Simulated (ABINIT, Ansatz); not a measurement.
**ZnSe (Stilleite): a worked LO-TO splitting**

How high does the longitudinal optical mode of ZnSe (Stilleite) lie, given the transverse one, the Born charge and ε∞?

Main program and level: ABINIT 10.8.3; DFT LDA, scalar-relativistic, plane waves, PseudoDojo norm-conserving pseudopotentials.

### Step 1. The relaxed structure

It takes space group F-43m (No. 216, cubic). The conventional cell has a = 5.567 Å, b = 5.567 Å, c = 5.567 Å, α = 90.00°, β = 90.00°, γ = 90.00°. Zn has 4 Se at 2.41 Å nearest. Se has 4 Zn at 2.41 Å nearest. Farther neighbours and most contacts between anions are not listed.

Coordinates:

```cif
data_structure
_symmetry_space_group_name_H-M 'F-43m'
_symmetry_Int_Tables_number 216
_cell_length_a 5.5666
_cell_length_b 5.5666
_cell_length_c 5.5666
_cell_angle_alpha 90.000
_cell_angle_beta 90.000
_cell_angle_gamma 90.000
_cell_volume 172.49
loop_
_atom_site_label
_atom_site_type_symbol
_atom_site_symmetry_multiplicity
_atom_site_Wyckoff_symbol
_atom_site_fract_x
_atom_site_fract_y
_atom_site_fract_z
_atom_site_occupancy
Zn1 Zn 4 a 0.00000 0.00000 0.00000 1
Se1 Se 4 d 0.25000 0.25000 0.75000 1
```

This is the cell after its relaxation at this level of theory, not the database cell from which that began.

### Step 2. What the response run gave

A linear-response run on the relaxed cell, with the response to an electric field; only its zone-centre results are used. Cutoff 48 Ha, k mesh 6×6×6 with shifts.

Numbers of over 12 decimals in the logs are rounded to 6 here.

What it wrote:

```text
[banners, grids, parts of the stress and lines that vanish by symmetry left out]
- input  file    -> dfpt_gamma.abi
- output file    -> dfpt_gamma.abo
- root for input  files -> dfpt_gammai
[...]
DATASET    1 : space group F-4 3 m (#216); Bravais cF (face-center cubic)
[...]
nfft =      110592          nkpt =         432
[...]
DATASET    2 : space group F-4 3 m (#216); Bravais cF (face-center cubic)
[...]
nfft =      110592          nkpt =         432
[...]
== DATASET  1 ==================================================================
[...]
cutoff_energies: {ecut:  48.0, pawecutdg:  -1.0, }
[...]
- 34.00000  16.00000  180309                  znucl, zion, pspdat
[...]
Perturbation : derivative vs k along direction   1
[...]
-ETOT  1  -70.247190282233     -7.025E+01 8.936E-01 0.000E+00
 ETOT  2  -70.470814145452     -2.236E-01 1.429E-01 0.000E+00
 ETOT  3  -70.477502130350     -6.688E-03 2.386E-02 0.000E+00
 ETOT  4  -70.477963531086     -4.614E-04 3.133E-03 0.000E+00
 ETOT  5  -70.478010733152     -4.720E-05 4.402E-04 0.000E+00
[...]
At SCF step   27   max residual=  1.00E-20 < tolwfr=  1.00E-20 =>converged.
[...]
Perturbation : derivative vs k along direction   2
[...]
-ETOT  1  -70.247190281701     -7.025E+01 8.936E-01 0.000E+00
[...]
At SCF step   27   max residual=  1.00E-20 < tolwfr=  1.00E-20 =>converged.
[...]
Perturbation : derivative vs k along direction   3
[...]
-ETOT  1  -70.247190281170     -7.025E+01 8.936E-01 0.000E+00
[...]
At SCF step   27   max residual=  1.00E-20 < tolwfr=  1.00E-20 =>converged.
[...]
1        1       0.9141464749   -0.0000000000
     1        2      -0.4570732375    0.0000000000
     1        3      -0.4570732375    0.0000000000
     2        1      -0.4570732375    0.0000000000
     2        2       0.9141464749   -0.0000000000
     2        3       0.4570732375   -0.0000000000
     3        1      -0.4570732375    0.0000000000
     3        2       0.4570732375   -0.0000000000
     3        3       0.9141464749   -0.0000000000
[...]
== DATASET  2 ==================================================================
[...]
cutoff_energies: {ecut:  48.0, pawecutdg:  -1.0, }
[...]
Perturbation : displacement of atom   1   along direction   1
[...]
-ETOT  1   34.787376821167     -2.889E+04 2.570E+01 7.977E+03
[...]
At SCF step   14       vres2   =  7.73E-12 < tolvrs=  1.00E-10 =>converged.
[...]
At SCF step   11       vres2   =  3.62E-11 < tolvrs=  1.00E-10 =>converged.
[...]
-ETOT  1   10.187272690486     -2.729E+02 2.840E+00 4.681E+04
[...]
ETOT 10  0.660195     -8.574E-10 2.677E-09 3.912E-09
 ETOT 11  0.660195     -9.453E-11 1.347E-10 3.813E-11
 At SCF step   11       vres2   =  3.81E-11 < tolvrs=  1.00E-10 =>converged.
[...]
Dielectric tensor, in cartesian coordinates,
[...]
1    4   1    4         7.5157705873        -0.0000000000
   1    4   2    4         0.0000000000        -0.0000000000
   1    4   3    4         0.0000000000        -0.0000000000
   2    4   1    4         0.0000000000        -0.0000000000
   2    4   2    4         7.5157705873        -0.0000000000
   2    4   3    4        -0.0000000000        -0.0000000000
   3    4   1    4         0.0000000000        -0.0000000000
   3    4   2    4        -0.0000000000        -0.0000000000
   3    4   3    4         7.5157705873        -0.0000000000
  Effective charges, in cartesian coordinates,
[...]
1    1   1    4         1.9673599452         0.0000000000
   2    1   1    4         0.0000000000         0.0000000000
   3    1   1    4        -0.0000000000         0.0000000000
   1    2   1    4        -1.9688865628         0.0000000000
   2    2   1    4        -0.0000000000         0.0000000000
[...]
Effective charges, in cartesian coordinates,
[...]
Rigid-atom elastic tensor , in cartesian coordinates,
[...]
Rigid-atom proper piezoelectric tensor, in cartesian coordinates,
[...]
2    4   2    6         0.0123754942         0.0000000000
   2    4   3    6         0.0000000000         0.0000000000
   3    4   1    5         0.0000000000         0.0000000000
   3    4   2    5         0.0000000000         0.0000000000
   3    4   3    5         0.0000000000         0.0000000000
   3    4   1    6         0.0000000000         0.0000000000
   3    4   2    6         0.0000000000         0.0000000000
   3    4   3    6         0.0123754952         0.0000000000
  Phonon wavevector (reduced coordinates) :  0.00000  0.00000  0.00000
 Phonon energies in Hartree :
[...]
Phonon frequencies in cm-1    :
-  3.013681E+00  3.013681E+00  3.013681E+00  2.186726E+02  2.186726E+02
-  2.186726E+02
  Phonon at Gamma, with non-analyticity in the
[...]
Phonon energies in Hartree :
[...]
Phonon frequencies in cm-1    :
-  3.013681E+00  3.013681E+00  3.014317E+00  2.186726E+02  2.186726E+02
-  2.534913E+02
  Phonon at Gamma, with non-analyticity in the
[...]
Phonon energies in Hartree :
[...]
Phonon frequencies in cm-1    :
-  3.013681E+00  3.013681E+00  3.014317E+00  2.186726E+02  2.186726E+02
-  2.534913E+02
  Phonon at Gamma, with non-analyticity in the
[...]
Phonon energies in Hartree :
[...]
Phonon frequencies in cm-1    :
-  3.013681E+00  3.013681E+00  3.014317E+00  2.186726E+02  2.186726E+02
-  2.534913E+02
[...]
fcart2     0.0000000000E+00  0.0000000000E+00  0.0000000000E+00
           strten2     0.0000000000E+00  0.0000000000E+00  0.0000000000E+00
================================================================================
```

```csv
quantity,value
cell volume Ω (Å³),43.124
mass of Zn (u),65.380
mass of Se (u),78.971
"Born charge of Zn, raw (e)",1.967
"Born charge of Se, raw (e)",-1.969
ε∞,7.516
ω(TO) after the sum rule (cm⁻¹),218.7
```

### Step 3. The calculation

The charges must sum to zero over the cell; taking off their mean, -0.001 e, leaves Z* = 1.968 e on Zn. In the polar mode Zn moves against Se, so the reduced mass is μ = 65.38 × 78.97 / 144.35 = 35.768 u.

A longitudinal wave builds up a field that adds to the restoring force: ω(LO)² = ω(TO)² + 4π Z*² / (μ Ω ε∞), in Hartree atomic units. With μ = 65201 electron masses and Ω = 291.01 bohr³ the second term is 3.4134e-07 Ha², or 16442 cm⁻² (1 Ha = 219474.6 cm⁻¹).

So ω(LO) = √(47808 + 16442) = 253.5 cm⁻¹, and by the Lyddane-Sachs-Teller relation ε₀ = ε∞ (ω(LO)/ω(TO))² = 10.10.

### Step 4. Check against the program

The analysis program adds the same non-analytic term to the full matrix.

What it wrote:

```text
[banners, grids, parts of the stress and lines that vanish by symmetry left out]
-outvars_anaddb: echo values of input variables ----------------------

 Flags :
[...]
Dielectric Tensor and Effective Charges
[...]
Effective charge tensors after
[...]
Phonon wavevector (reduced coordinates) :  0.00000  0.00000  0.00000
 Phonon energies in Hartree :
[...]
Phonon energies in meV     :
-  0.000000E+00  0.000000E+00  0.000000E+00  2.710892E+01  2.710892E+01
-  2.710892E+01
 Phonon frequencies in cm-1    :
-  0.000000E+00  0.000000E+00  0.000000E+00  2.186482E+02  2.186482E+02
-  2.186482E+02
 Phonon frequencies in Thz     :
-  0.000000E+00  0.000000E+00  0.000000E+00  6.554909E+00  6.554909E+00
-  6.554909E+00
 Phonon energies in Kelvin  :
-  0.000000E+00  0.000000E+00  0.000000E+00  3.145860E+02  3.145860E+02
-  3.145860E+02
[...]
-  1  0.00000000E+00  0.00000000E+00 -1.94944756E-03
-     0.00000000E+00  0.00000000E+00  0.00000000E+00
-  2  0.00000000E+00  0.00000000E+00 -1.94944754E-03
-     0.00000000E+00  0.00000000E+00  0.00000000E+00
[...]
-  1  0.00000000E+00 -1.94944756E-03  0.00000000E+00
-     0.00000000E+00  0.00000000E+00  0.00000000E+00
-  2  0.00000000E+00 -1.94944754E-03  0.00000000E+00
-     0.00000000E+00  0.00000000E+00  0.00000000E+00
[...]
-  1  1.94944756E-03  0.00000000E+00  0.00000000E+00
-     0.00000000E+00  0.00000000E+00  0.00000000E+00
-  2  1.94944754E-03  0.00000000E+00  0.00000000E+00
-     0.00000000E+00  0.00000000E+00  0.00000000E+00
[...]
-  1  0.00000000E+00  0.00000000E+00  2.14219723E-03
-     0.00000000E+00  0.00000000E+00  0.00000000E+00
-  2  0.00000000E+00  0.00000000E+00 -1.77404102E-03
-     0.00000000E+00  0.00000000E+00  0.00000000E+00
[...]
-  1  0.00000000E+00  2.14219723E-03  0.00000000E+00
-     0.00000000E+00  0.00000000E+00  0.00000000E+00
-  2  0.00000000E+00 -1.77404102E-03  0.00000000E+00
-     0.00000000E+00  0.00000000E+00  0.00000000E+00
[...]
-  1  2.14219723E-03  0.00000000E+00  0.00000000E+00
-     0.00000000E+00  0.00000000E+00  0.00000000E+00
-  2 -1.77404102E-03  0.00000000E+00  0.00000000E+00
-     0.00000000E+00  0.00000000E+00  0.00000000E+00
[...]
-     1         -0.000000     0.000000    -0.000000     0.000000
-     2          0.000000    -0.000000    -0.000000     0.000000
-     3          0.000000     0.000000     0.000000     0.000000
-     4          0.000000    -0.000000     2.771129     2.771129
-     5          0.000067     2.771129     0.000000     2.771129
-     6          2.771129    -0.000067    -0.000000     2.771129
[...]
-   1     Real    0.0000E+00  0.0000E+00  0.0000E+00  0.0000E+00  0.0000E+00  0.0000E+00  0.0000E+00
[...]
-     0.00000000E+00  0.00000000E+00  0.00000000E+00
-  2  0.00000000E+00  0.00000000E+00 -1.94944754E-03
-     0.00000000E+00  0.00000000E+00  0.00000000E+00
[...]
Phonon at Gamma, with non-analyticity in the
[...]
Phonon energies in Hartree :
[...]
Phonon energies in meV     :
-  0.000000E+00  0.000000E+00  0.000000E+00  2.710892E+01  2.710892E+01
-  3.142660E+01
 Phonon frequencies in cm-1    :
-  0.000000E+00  0.000000E+00  0.000000E+00  2.186482E+02  2.186482E+02
-  2.534726E+02
 Phonon frequencies in Thz     :
-  0.000000E+00  0.000000E+00  0.000000E+00  6.554909E+00  6.554909E+00
-  7.598919E+00
 Phonon energies in Kelvin  :
-  0.000000E+00  0.000000E+00  0.000000E+00  3.145860E+02  3.145860E+02
-  3.646906E+02
[...]
Phonon at Gamma, with non-analyticity in the
[...]
Phonon energies in Hartree :
[...]
Phonon energies in meV     :
-  0.000000E+00  0.000000E+00  0.000000E+00  2.710892E+01  2.710892E+01
-  3.142660E+01
 Phonon frequencies in cm-1    :
-  0.000000E+00  0.000000E+00  0.000000E+00  2.186482E+02  2.186482E+02
-  2.534726E+02
 Phonon frequencies in Thz     :
-  0.000000E+00  0.000000E+00  0.000000E+00  6.554909E+00  6.554909E+00
-  7.598919E+00
 Phonon energies in Kelvin  :
-  0.000000E+00  0.000000E+00  0.000000E+00  3.145860E+02  3.145860E+02
-  3.646906E+02
[...]
-  1  0.00000000E+00 -1.94944756E-03  0.00000000E+00
-     0.00000000E+00  0.00000000E+00  0.00000000E+00
-  2  0.00000000E+00 -1.94944754E-03  0.00000000E+00
-     0.00000000E+00  0.00000000E+00  0.00000000E+00
[...]
-  1  1.94944756E-03  0.00000000E+00  0.00000000E+00
-     0.00000000E+00  0.00000000E+00  0.00000000E+00
-  2  1.94944754E-03  0.00000000E+00  0.00000000E+00
-     0.00000000E+00  0.00000000E+00  0.00000000E+00
[...]
-  1  2.66190244E-04  1.36402263E-03 -1.63021287E-03
-     0.00000000E+00  0.00000000E+00  0.00000000E+00
-  2 -2.20443013E-04 -1.12960285E-03  1.35004586E-03
-     0.00000000E+00  0.00000000E+00  0.00000000E+00
[...]
-  1  1.72872267E-03 -1.09488885E-03 -6.33833822E-04
-     0.00000000E+00  0.00000000E+00  0.00000000E+00
-  2 -1.43162585E-03  9.06722173E-04  5.24903675E-04
-     0.00000000E+00  0.00000000E+00  0.00000000E+00
[...]
Direction                     Dielectric constant
[...]
Elastic Tensor (clamped ion) (unit:10^2GP):
[...]
Elastic Tensor (relaxed ion) (unit:10^2GP):
[...]
Calculation of the tensor related to piezoelectric effetc
[...]
Proper piezoelectric constants (clamped ion) (unit:c/m^2)
[...]
Increase cutoff energy or k-points sampling.
[...]
Proper piezoelectric constants (relaxed ion) (unit:c/m^2)
[...]
-0.00000000     -0.02922386     -0.00000000
     -0.00000000     -0.00000000     -0.02922360
-
```

| quantity | by hand | program |
| --- | --- | --- |
| ω(LO) (cm⁻¹) | 253.5 | 253.5 |
| ε₀ | 10.10 | 10.10 |

### Step 5. Outcome

| Quantity | Value |
| --- | --- |
| TO mode | 218.7 cm⁻¹ |
| LO mode | 253.5 cm⁻¹ |
| static dielectric constant | 10.10 |

In words: The LO mode of ZnSe (Stilleite) lies at 253 cm⁻¹, 35 cm⁻¹ above the TO mode; the formula meets the program within 0.1 cm⁻¹, as it must for a cubic crystal with one polar mode. ω(LO)² − ω(TO)² goes with Z*²/ε∞: an error of 5 % in ε∞ would move the LO mode by 1.5 cm⁻¹, and semilocal functionals tend to overestimate ε∞. These are harmonic values at zero temperature, at the volume of this functional, for the structure held cubic; stability elsewhere in the zone is no part of this calculation.

[Host names and launcher messages were left out of these logs when they were recorded.]

[Logs are printed without paths, hosts, clocks, repeated set-up lines and the standing remarks that a program may print on its own settings, such as how far it seeks lower states.]

[Hosts, paths, dates, database ids (printed as entryN), source tags and the programs' standing remarks are cut or masked in the printed files.]
